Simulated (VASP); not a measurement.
SnS2, 3 atoms in the cell. Symmetry: P-3m1, No. 164, trigonal system. The conventional cell has a = 3.639 Å, b = 3.639 Å, c = 5.575 Å, α = 90.00°, β = 90.00°, γ = 120.00°. Around Sn (site symmetry -3m) lie 6 S at 2.56 Å. Around S (site symmetry 3m) lie 3 Sn at 2.56 Å. 

* Program: VASP 6.6.1
* Task: relaxation of the atoms
* Functional: LDA
* Potentials or basis: VASP PAW LDA potentials, release 64 (Sn_d, S)
* Cutoff: 520 eV
* k mesh: 10 × 10 × 6
* Occupations: gaussian, width 0.05 eV
* Spin: no spin polarisation
* Further INCAR settings: ALGO = Normal; EDIFF = 1e-06; IBRION = 2; EDIFFG = -0.005; NSW = 40

Potentials or basis: VASP PAW LDA potentials, release 64 (Sn_d, S).

The run is started by

```bash
$ cat potpaw_LDA.64/Sn_d/POTCAR potpaw_LDA.64/S/POTCAR > POTCAR
$ mpirun -np 2 vasp_std > vasp.out
```

Hardware: 2 MPI ranks on Intel(R) Xeon(R) Platinum 8259CL CPU @ 2.50GHz (Skylake/Cascade Lake), with other jobs on the host.

Problem. How long does it take, and how much memory?

Solution. Run time: 56 s on 2 MPI ranks on Intel(R) Xeon(R) Platinum 8259CL CPU @ 2.50GHz (Skylake/Cascade Lake), on a shared host, peak memory 0.19 GiB a rank. Counts: scf iterations 20, k points 72, ion steps 3.
